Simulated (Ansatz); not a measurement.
BeS, 2 atoms in the cell. Symmetry: F-43m, No. 216, cubic system. Conventional cell: a = 4.850 Å, b = 4.850 Å, c = 4.850 Å, α = 90.00°, β = 90.00°, γ = 90.00°. Around S (site symmetry -43m) lie 4 Be at 2.10 Å. Be (site symmetry -43m) is surrounded by 4 S at 2.10 Å. 

* Program: Ansatz 0.2.0
* Task: relaxation of cell and atoms
* Functional: BLYP
* Potentials or basis: Ansatz PAW
* Cutoff: 420 eV (not typed: the program's choice for these potentials)
* k mesh: 9 × 9 × 9
* Occupations: fermi-dirac, width 0.05 eV
* Spin: no spin polarisation

Potentials or basis: Ansatz PAW.

Launch:

```bash
$ ansatz run input.yaml --threads 2 --pin off --max-ram 5632MiB --backend cpu --events-out ev --progress --plain --runs-dir out
```

Hardware: 2 threads of Arm Neoverse V1 (shared host).

Problem. How long does it take, and how much memory?

Solution. It took 4.2 s on 2 threads of Arm Neoverse V1, with other jobs on the host, peak memory 0.28 GiB. Counts: scf iterations 22, plane waves 561, k points 35, bands 8, ion steps 5.
